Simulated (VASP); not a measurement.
Write the native input for VASP 6.6.1 that does the following.

* Task: single point
* Functional: PBE
* Potentials or basis: VASP PAW PBE potentials, release 64 (Ir)
* Cutoff: 520 eV
* k mesh: 18 × 18 × 18
* Occupations: gaussian, width 0.1 eV
* Spin: no spin polarisation
* Further INCAR settings: ALGO = Normal; EDIFF = 1e-07; NBANDS = 10

The structure of Ir lies in POSCAR:

```
Ir                                      
1.0
    0.0000000000      1.9177380339      1.9177380339
    1.9177380339      0.0000000000      1.9177380339
    1.9177380339      1.9177380339      0.0000000000
  Ir            
     1
Direct
     0.0000000000000000    0.0000000000000000    0.0000000000000000
```

The cell isn't the ideal one: a relaxed cell with its volume scaled by 0.97.

The input as run:

INCAR

```
SYSTEM = Ir
PREC = Accurate
ENCUT = 520
EDIFF = 1E-7
ISMEAR = 0
SIGMA = 0.1
LREAL = .FALSE.
LASPH = .TRUE.
NELM = 80
ALGO = Normal
ISIF = 2
LWAVE = .FALSE.
LCHARG = .FALSE.
GGA = PE
NBANDS = 10
```

KPOINTS

```
Automatic mesh
0
G
  18 18 18
  0 0 0
```

Potentials or basis: VASP PAW PBE potentials, release 64 (Ir).

Launch:

```console
$ cat potpaw_PBE.64/Ir/POTCAR > POTCAR
$ mpirun -np 1 vasp_std > vasp.out
```

Results of the run:

* Pressure: 10.8 GPa
* Band gap on the k mesh: none (metal or under the smearing width)

It took 9.2 s on 1 thread of Intel(R) Xeon(R) 6975P-C (Granite Rapids), with other jobs on the host, peak memory 0.14 GiB.
